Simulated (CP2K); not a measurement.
TiO2:

```xyz
12
Lattice="4.8127 0.0000 0.0000 0.0000 4.8719 0.0000 -0.8629 0.0000 4.9666" Properties=species:S:1:pos:R:3 pbc="T T T"
Ti    1.1513    0.2573    1.0586
Ti    3.2300    2.6932    1.4247
Ti    2.7985    4.6146    3.9080
Ti    0.7198    2.1787    3.5419
O    -0.4276    0.8622    4.2293
O     3.9459    3.2981    3.2206
O     4.3774    4.0097    0.7373
O     0.0039    1.5738    1.7460
O     1.7406    3.6911    2.3183
O     2.6406    1.2552    0.1650
O     2.2092    1.1808    2.6483
O     1.3092    3.6167    4.8016
```

The cell comes from a database or a generator and needn't be the stable form of this composition.

Base run:

| Quantity | Value |
| --- | --- |
| Program | CP2K 2026.2 |
| Functional | optB88-vdW |
| Potentials or basis | POTENTIAL_UZH Ti GTH-PBE-q12, O GTH-PBE-q6; DZVP-MOLOPT-PBE-GTH basis |
| Density cutoff | 11565 eV |
| k mesh | 5 × 4 × 4 |
| Occupations | fermi-dirac, width 0.05 eV |
| Spin | no spin polarisation |

Its results: band gap on the k mesh 2.31 eV, indirect (least direct gap 2.36 eV); pressure 3.7 GPa; largest force 0.107 eV/Å.

Problem. The run is repeated on the same cell with these changes: functional from optB88-vdW to AM05. What comes out?

Solution. Band gap on the k mesh 2.28 eV, indirect (least direct gap 2.33 eV); pressure -1.1 GPa; largest force 0.164 eV/Å.

Caveats: the potentials were made for another functional, which shifts forces and pressure; an odd mesh through Γ misses points on the zone boundary, where band edges often lie; the basis of atomic orbitals isn't converged, which shifts pressures, moduli and gaps.
